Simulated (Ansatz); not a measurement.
Runs of Ansatz 0.2.0 on HgTe (Coloradoite). It takes space group F-43m (No. 216, cubic). Conventional cell: a = 6.429 Å, b = 6.429 Å, c = 6.429 Å, α = 90.00°, β = 90.00°, γ = 90.00°. Hg (site symmetry -43m) has 4 Te at 2.78 Å as nearest neighbours. Te (site symmetry -43m) has 4 Hg at 2.78 Å as nearest neighbours. 

| task | level | potentials or basis | cell | cutoff (eV) | points for each segment of the path | gap on the mesh (eV) | pressure (GPa) | relaxed volume (Å³/atom) |
| --- | --- | --- | --- | --- | --- | --- | --- | --- |
| band structure | SVWN5 | Ansatz PAW | as given | 420 | 14 | none | 0.1 | - |
| relaxation of cell and atoms | RPBE | Ansatz PAW | relaxed | 420 | - | - | 0.0 | 38.59 |
| band structure | LDA | JTH PAW LDA | as given | 870 | 14 | none | (a) | - |
| relaxation of cell and atoms | r2SCAN+rVV10 | Ansatz PAW | relaxed | 500 | - | - | 0.0 | (b) |
| relaxation of cell and atoms | revPBE+D3(BJ) | Ansatz PAW | relaxed | 420 | - | none | 0.0 | 34.60 |

Alike in all rows: no spin polarisation; k mesh 7 × 7 × 7; smearing fermi-dirac 0.05 eV.

Q: Estimate the missing entries.

A: (a) 0.4; (b) 34.75.

Caveats: the PAW data sets come from PBE, with cores solved anew for the run's functional, which leaves a small shift of forces and pressure (some runs); the plane-wave basis is chosen anew once the cell has moved, so the energies of steps on either side of that aren't comparable (some runs); spin-orbit coupling is left out, which moves the levels of the heavy elements (some runs); the volume moved by over 15 % at a fixed basis, so the end points are rough (some runs); the volume moved by +16 % from the deposited cell, more than functionals usually miss (some runs); pairwise dispersion overbinds metals, which lowers pressure and volume (some runs).

A k mesh can miss the band edges, and the runs leave out spin-orbit coupling on Hg, Te.

A gap of «none» marks a metal or a gap under the smearing width.

The runs don't all hold the same shells in valence.

Runs at the PBE level aren't shown here.
